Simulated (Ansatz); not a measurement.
Reactions of `[SiH3]OC=[N][GaH][Cl]`.

Calculated with Ansatz (gas phase, PBE0-D4/def2-TZVP geometries, no zero-point term in ΔE). CCSD(T)/CBS adds triple-zeta CCSD(T) − MP2 to the extrapolated MP2 energy (def2 sets, frozen cores). This one scheme is used for every species, atoms too. Double bonds are as drawn, so ΔE can hold a change between cis and trans. DFT in def2-TZVPP. Open shells (•) are unrestricted, without spin–orbit coupling. Spin–orbit coupling would lower the free atoms: a little for C, Cl, O, Si; clearly for Ga. Bonds to Ga, Ge are less sure, by a few kJ/mol each and by 10 to 20 or more in all where they break to atoms, as the def2 sets lack core-valence functions. Scalar relativity is left out up to krypton. One conformer a species, not always the lowest.

```csv
reaction,PBE-D4 (eV),ωB97X-V (eV),CCSD/CBS(def2) (eV)
`[SiH3]O/C=[N]\[GaH][Cl]` + `C=[CH][GeH3]` → `[Cl][GaH][GeH3]` + `C=C/N=C/O[SiH3]`,-0.12,0.04,0.10
`[SiH3]O/C=[N]\[GaH][Cl]` → C• + Cl• + Ga• + 5 H• + N• + O• + Si•,39.91,39.45,38.48
`[SiH3]O/C=[N]\[GaH][Cl]` + `C=CCC` → `C[CH2][GaH][Cl]` + `C=C/N=C/O[SiH3]`,0.36,0.44,0.47
`[SiH3]O/C=[N]\[GaH][Cl]` + `C=CCC=C` → `C=C[CH2][GaH][Cl]` + `C=C/N=C/O[SiH3]`,0.22,0.35,0.38
`[SiH3]O/C=[N]\[GaH][Cl]` + `C=C` → `[Cl][GaH2]` + `C=C/N=C/O[SiH3]`,0.52,0.57,0.68
```

Give the CCSD(T)/CBS values in the same order. (Estimate.)

The calculation gave: 0.13, 39.25, 0.48, 0.38, 0.70 eV.

Largest T1 diagnostic: 0.015, for `[SiH3]O/C=[N]\[GaH][Cl]`.
